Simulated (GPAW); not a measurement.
Crystal: MnSb.

```
Sb Mn
1.0
     0.00000    2.79502    2.79502
     2.79502    0.00000    2.79502
     2.79502    2.79502    0.00000
Sb Mn
1 1
Direct
  0.50000 0.50000 0.50000
  0.00000 0.00000 0.00000
```

The cell comes from a database or a generator and needn't be the stable form of this composition.

Base run:

* Program: GPAW 26.7.0
* Functional: LDA
* Potentials or basis: the program's PAW data sets (release 1.2.1) made for this functional
* Cutoff: 600 eV
* Basis: pw
* k mesh: 8 × 8 × 8
* Occupations: gaussian, width 0.02 eV
* Spin: collinear spin, ferromagnetic start
* Starting moments: [0.0, 4.0] μB

Its results: band gap on the k mesh none (metal or under the smearing width); pressure -7.9 GPa; net moment 3.74 μB per cell; site moments Sb -0.07; Mn +3.54 μB.

The run is repeated on the same cell with these changes: functional from LDA to PBEsol; potentials or basis from the program's PAW data sets (release 1.2.1) made for this functional to PAW data sets generated in the run's folder for this functional. What comes out?

Band gap on the k mesh none (metal or under the smearing width); pressure -4.3 GPa; net moment 3.86 μB per cell; site moments Sb -0.09; Mn +3.67 μB.

Caveats: a cell with one magnetic atom can't hold antiferromagnetic order, which such compounds often take.

Not every run made on this cell is shown here.
